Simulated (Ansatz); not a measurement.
I need an optical spectrum of CuI, space group P-3m1. Use Ansatz 0.2.0 through its Python package. Level of theory: PBEsol, PAW, cutoff 463 eV, 6×6×4 k-points, fixed occupations.

```
Cu I
1.0
     4.12862    0.00000    0.00000
    -2.06431    3.57549    0.00000
     0.00000    0.00000    7.47811
Cu I
2 2
Direct
  0.66667 0.33333 0.58995
  0.33333 0.66667 0.41005
  0.33333 0.66667 0.75475
  0.66667 0.33333 0.24525
```

The script, `optics_cui.py`:
```python
# -*- coding: utf-8 -*-
"""Independent-particle optical spectrum of CuI."""

import warnings

import ansatz as az
import numpy as np

FUNCTIONAL = "PBEsol"
MESH = (6, 6, 4)
OCCUPATIONS = "Fixed"
SCF_TOL = 1e-09

warnings.simplefilter("ignore", az.DeckWarning)

vectors = np.array([
    [4.12862, 0.0, 0.0],
    [-2.06431, 3.57549, 0.0],
    [0.0, 0.0, 7.47811],
])
cell = (
    az.Lattice.of(vectors)
    .atom("Cu", [2 / 3, 1 / 3, 0.58995])
    .atom("Cu", [1 / 3, 2 / 3, 0.41005])
    .atom("I", [1 / 3, 2 / 3, 0.75475])
    .atom("I", [2 / 3, 1 / 3, 0.24525])
)

calc = (
    cell.calculation()
    .functional(FUNCTIONAL)
    .basis(34 * az.Ry)
    .kpoints(*MESH, center="gamma")
    .occupations(OCCUPATIONS)
    .scf(tolerance=SCF_TOL)
    .optics(energy_step=0.1, nscf_kmesh=(6, 6, 4), scissors=0.5)
)
res = calc.run(threads=1, backend="cpu")
spectra = res.optics()
energy, filling = np.asarray(spectra.photon_energy_ev), spectra.band_filling
gapped = filling.kind == "insulating"
eps1 = np.asarray(filling.eps1 if gapped else filling.eps1_interband)[:3].mean(axis=0)
eps2 = np.asarray(filling.eps2 if gapped else filling.eps2_interband)[:3].mean(axis=0)
print("filling:", filling.kind, "- valid up to", round(spectra.valid_up_to_ev, 2), "eV,", spectra.n_bands, "bands")
top = min(10, spectra.valid_up_to_ev)
# mean of xx, yy and zz; between bands only where the bands are partly filled
print("E (eV)    eps1      eps2")
for e in np.arange(0.5, top + 0.01, 0.5):
    print(f"{e:5.1f} {np.interp(e, energy, eps1):9.3f} {np.interp(e, energy, eps2):9.3f}")
if gapped:
    print("eps_inf, bands beyond those summed included:", np.round(filling.eps_inf[:3], 3))
print("f-sum electrons:", np.round(filling.get("f_sum_n_eff"), 3))
```

```console
$ python optics_cui.py
filling: insulating - valid up to 6.63 eV, 44 bands
E (eV)    eps1      eps2
  0.5     5.559     0.000
  1.0     5.693     0.000
  1.5     5.953     0.000
  2.0     6.527     0.032
  2.5     7.046     0.623
  3.0     7.782     0.919
  3.5     8.078     2.581
  4.0     8.438     3.914
  4.5     7.239     5.250
  5.0     6.137     5.678
  5.5     4.930     7.591
  6.0     4.729     6.834
  6.5     5.811     8.441
eps_inf, bands beyond those summed included: [5.969 5.969 6.079]
f-sum electrons: [15.078 15.078 15.515]
```

The empty bands are shifted up by the scissors value typed. Averages over directions belong to no single polarisation, least of all in layered crystals. Without a Hubbard U or exact exchange, semilocal functionals often make such 3d compounds metallic or too weakly gapped. The structure comes from a database of computed cells and needn't be a stable or known phase. Independent-particle spectra on Kohn-Sham bands hold no excitons, and semilocal gaps are too small. The script silences the warnings on its input, which a real study should read. Hardware and time: 2.4 min on 1 thread of Arm Neoverse V2, with other jobs on the host, peak memory 0.91 GiB.
